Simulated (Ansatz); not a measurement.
# ZrS: a line through a two-coordinate scan

How does the energy of ZrS (Fm-3m, No. 225; 2 atoms in the cell) vary with strain +e along z and -e/2 along x and y, at strain +e along x and -e along y = 0.00 %?

The COD entry's cell or inner coordinates are ideal or old and differ from later refinements, so a difference from it is no clean test against experiment.

Method: DFT PBEsol, scalar-relativistic, plane waves, PAW, in Ansatz 0.2.0.

1 further run of the same task is left out (set aside as unsound or not needed).

## 1. The structure to begin with

The structure is cubic, space group Fm-3m (No. 225). The conventional cell has a = 5.167 Å, b = 5.167 Å, c = 5.167 Å, α = 90.00°, β = 90.00°, γ = 90.00°. Zr (site symmetry m-3m) is surrounded by 6 S at 2.58 Å. Around S (site symmetry m-3m) lie 6 Zr at 2.58 Å.

Coordinates:

```xyz
2
Lattice="0.0000 2.5834 2.5834 2.5834 0.0000 2.5834 2.5834 2.5834 0.0000" Properties=species:S:1:pos:R:3 pbc="T T T"
Zr    0.0000    0.0000    0.0000
S     2.5834    2.5834    2.5834
```

It is the result of an earlier relaxation at this level (volume 17.24 Å³/atom; gap on the mesh: none (metal)).

## 2. What is varied

The energy is mapped over two homogeneous strains (x along [1 0 0], y along [0 1 0], z along [0 0 1] of the conventional cell).

First coordinate, strain +e along x and -e along y: 7 values from −4.00 %. Second coordinate, strain +e along z and -e/2 along x and y: 7 values from −7.00 %.

Nothing else is relaxed (symmetry fixes all fractional coordinates). Energies count from the relaxed crystal. Points are written as (first, second).

## 3. Point (0.00 %, −7.00 %)

File input.yaml:

```yaml
crystal:
  lattice:
    - [0.0, 2.6737948673, 2.4025403156]
    - [2.6737948673, 0.0, 2.4025403156]
    - [2.6737948673, 2.6737948673, 0.0]
  atoms:
    - { symbol: Zr, position: [0.0, 0.0, 0.0] }
    - { symbol: S, position: [0.5, 0.5, 0.5] }
basis:
  ecutwfc: 420
kpoints:
  mp_grid: { grid: [16, 16, 16] }
hamiltonian:
  xc: pbesol
  pseudopotentials: { kind: paw, azcp: { folder: soft_1 } }
scf:
  occupations: { method: gaussian, width: 0.15 }
output:
  forces: true
  stress: true
  eigenvalues: true
```

The run is started by

```sh
$ ansatz run input.yaml --threads 1 --pin off --max-ram 2048MiB --backend cpu --events-out ev --progress --plain --runs-dir out
```

Further runs follow: the other points of the line.

Before running it: what results should come out? Wanted: for each run, strain +e along z and -e/2 along x and y; energy; slope; pressure.

The runs gave:

| strain +e along z and -e/2 along x and y (%) | step | energy (meV/atom) | slope (meV/atom per %) | pressure (GPa) |
| --- | --- | --- | --- | --- |
| −7.00 | 3 | 148 | −47 | 5.57 |
| −4.67 | 4 | 62 | −28 | 2.36 |
| −2.33 | 5 | 14 | −13 | 0.54 |
| 0.00 | – | 0 | 0 | −0.05 |
| 2.33 | 6 | 12 | 10 | 0.50 |
| 4.67 | 7 | 48 | 20 | 2.09 |
| 7.00 | 8 | 103 | 28 | 4.60 |

Energies count from the relaxed crystal. Rows without a step come from runs not printed here or follow by symmetry. Slopes come from the forces (and the stress, where the cell changes), not from differences of energies.

In words: The lowest point of the line is at 0.00 %, 0 meV/atom from the zero. A fit to energies and slopes at the lowest point and its two neighbours puts the minimum at 0.000 %, with a curvature of about 4.9 meV/atom per %². Divided by the reference volume, that is a stiffness of about 460 GPa for this pattern of strain. The well is lopsided: two grid steps out, the energy rises by 62 meV/atom towards smaller values and 48 meV/atom towards larger ones. The highest point computed, at −7.00 %, lies 148 meV/atom above the lowest. This is one cut through a surface in two coordinates; it holds the lowest point sampled, which need not be a minimum.
